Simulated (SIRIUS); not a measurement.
SnTe under changes of volume

One of the cells (31.907 Å³/atom); the others are scaled copies at fixed shape and fractional positions:

```xyz
2
Lattice="0.0000 3.1717 3.1717 3.1717 0.0000 3.1717 3.1717 3.1717 0.0000" Properties=species:S:1:pos:R:3 pbc="T T T"
Te    3.1717    3.1717    3.1717
Sn    0.0000    0.0000    0.0000
```

- Program: SIRIUS 7.12.0
- Functional: PBE
- Potentials or basis: PseudoDojo 0.4.1 PBE standard (scalar relativistic)
- Cutoff: 1102 eV
- Density cutoff: 4408 eV
- k mesh: 7 × 7 × 7
- Occupations: fermi-dirac, width 0.05 eV
- Spin: no spin polarisation

| volume (Å³/atom) | energy over the lowest point (meV/atom) | pressure (GPa) |
| --- | --- | --- |
| 29.404 | 57.06 | 5.8 |
| 30.030 | ? | ? |
| 30.656 | 21.68 | 3.3 |
| 31.907 | 3.76 | 1.3 |
| 32.532 | 0.29 | 0.5 |
| 33.158 | 0.00 | -0.3 |

What does the run at 30.030 Å³/atom give?

Energy over the lowest point 36.94 meV/atom; pressure 4.5 GPa.

Worked out: A Birch-Murnaghan fit of order 3 (a polynomial in V^(-2/3)) to the other rows has its minimum at 32.90 Å³/atom with B0 = V·E''(V) = 40 GPa and B' = 4.4. It gives 36.95 meV/atom at 30.030 Å³/atom, against the run's 36.94, and -dE/dV = 4.5 GPa, against 4.5.

Energies are extrapolated to zero smearing.
